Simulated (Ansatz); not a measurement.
## Bi in Ansatz: the effect of functional

The system is Bi.

```
CELL_PARAMETERS angstrom
3.17227 0.00000 0.00000
0.00000 3.15588 0.00000
-0.07881 0.00000 6.31234
ATOMIC_POSITIONS crystal
Bi 0.54425 0.00000 0.74958
Bi 0.45575 0.00000 0.25042
```

This isn't the form of Bi at room conditions, which is rhombohedral.

The cell isn't the ideal one: volume scaled by 0.94.

Alike in all runs:

```yaml
Program: Ansatz 0.2.0
Task: single point
Potentials_or_basis: Ansatz PAW
k_mesh: 8 × 8 × 4
Occupations: fermi-dirac, width 0.05 eV
Spin: no spin polarisation
```

| functional | cutoff | pressure (GPa) | largest force (eV/Å) |
| --- | --- | --- | --- |
| LDA | 420 eV (not typed: the program's choice for these potentials) | 1.8 | 0.01 |
| PBEsol | 420 eV (not typed: the program's choice for these potentials) | 3.3 | 0.02 |
| r2SCAN | 500 eV (not typed: the program's choice for these potentials) | ? | ? |

**Question.** What does the run with functional r2SCAN give?

**Answer.** Pressure 5.2 GPa; largest force 0.02 eV/Å.

Caveats: the PAW data sets come from PBE, with cores solved anew for the run's functional, which leaves a small shift of forces and pressure.

Runs at the PBE level aren't shown here.
